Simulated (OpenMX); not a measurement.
GaN:

```
CELL_PARAMETERS angstrom
3.18000 0.00000 0.00000
-1.59000 2.75396 0.00000
0.00000 0.00000 5.16600
ATOMIC_POSITIONS crystal
Ga 0.66667 0.33333 0.50000
Ga 0.33333 0.66667 0.00000
N 0.66667 0.33333 0.87500
N 0.33333 0.66667 0.37500
```

Base run:

```yaml
Program: OpenMX 3.8.5
Functional: PBE
Potentials_or_basis: OpenMX 2013 PBE set, Ga7.0-s3p2d2f1, N6.0-s3p2d2, grid cutoff 500 Ry
k_mesh: 11 × 11 × 5
Occupations: fermi-dirac, width 0.05 eV
Spin: no spin polarisation
```

Its results: band gap on the k mesh 1.99 eV, direct; pressure 9.2 GPa; largest force 0.121 eV/Å.

The run is repeated on the same cell with these changes: potentials or basis from OpenMX 2013 PBE set, Ga7.0-s3p2d2f1, N6.0-s3p2d2, grid cutoff 500 Ry to OpenMX 2013 PBE set, Ga7.0-s2p2d1, N6.0-s2p2, grid cutoff 500 Ry. What comes out?

Band gap on the k mesh 2.39 eV, direct; pressure 9.6 GPa; largest force 0.108 eV/Å.

Caveats: the basis of atomic orbitals isn't converged, which shifts pressures, moduli and gaps.
